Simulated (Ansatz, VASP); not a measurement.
One calculation of Al2Ru, two programs

```
CELL_PARAMETERS angstrom
-1.56042 1.56042 4.22181
1.56042 -1.56042 4.22181
1.56042 1.56042 -4.22181
ATOMIC_POSITIONS crystal
Al 0.65920 0.65920 0.00000
Al 0.34080 0.34080 0.00000
Ru 0.00000 0.00000 0.00000
```

Alike in both runs: task single point; functional PBEsol; k mesh 9 × 9 × 9; occupations gaussian, width 0.05 eV; no spin polarisation.

```csv
,VASP,Ansatz
version,VASP 6.6.1,Ansatz 0.2.0
potentials or method,"VASP PAW PBE potentials, release 64 (Al, Ru_pv)","scalar-relativistic, plane waves, PAW"
plane-wave cutoff (eV),520,420
valence electrons in the cell,20,22
```

```tsv
	VASP	Ansatz	Ansatz less VASP
gap on the k mesh at the Fermi level (eV)	none	none	-
pressure (GPa)	-0.4	-0.4	-0.06
largest component of the traceless stress (GPa)	0.54	0.56	+0.021
rms of the force components (eV/Å)	0.026	0.026	+0.0004
```

Atom by atom the forces differ by 0.000 eV/Å (rms over components). A gap of «none» marks a metal or a gap that the smearing closes. With one functional, cell and mesh, what is left measures potentials, basis and numerics. The two sets of potentials don't hold the same shells in valence.

Caveats: the PAW data sets were made with another functional, which shifts forces and pressure a little (VASP).
